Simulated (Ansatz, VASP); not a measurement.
# Two plane-wave programs on Be

```
Be
1.0
     2.39849    0.00000    0.00000
     0.00000    3.59202    0.00000
     0.00000    0.00000    3.65726
Be
4
Direct
  0.74992 0.75005 0.74992
  0.25008 0.24995 0.74992
  0.24992 0.74995 0.25008
  0.75008 0.25005 0.25008
```

Alike in both runs: functional PBE; k mesh 10 × 6 × 6; occupations gaussian, width 0.1 eV; no spin polarisation.

Ansatz relaxed the structure, and its values are those at the end. VASP's run is a single point on that final structure, the one shown.

```csv
,VASP,Ansatz
version,VASP 6.6.1,Ansatz 0.2.0
potentials or method,"VASP PAW PBE potentials, release 64 (Be)","scalar-relativistic, plane waves, PAW"
plane-wave cutoff (eV),520,420
valence electrons in the cell,8,8
```

|  | VASP | Ansatz | Ansatz less VASP |
| --- | --- | --- | --- |
| gap on the k mesh at the Fermi level (eV) | none | none | - |
| pressure (GPa) | 0.1 | -0.1 | -0.15 |
| rms of the force components (eV/Å) | 0.003 | 0.003 | 0.0000 |

A gap of «none» marks a metal or a gap that the smearing closes. The functional is the same, so the differences come from potentials, cutoffs and numerics.
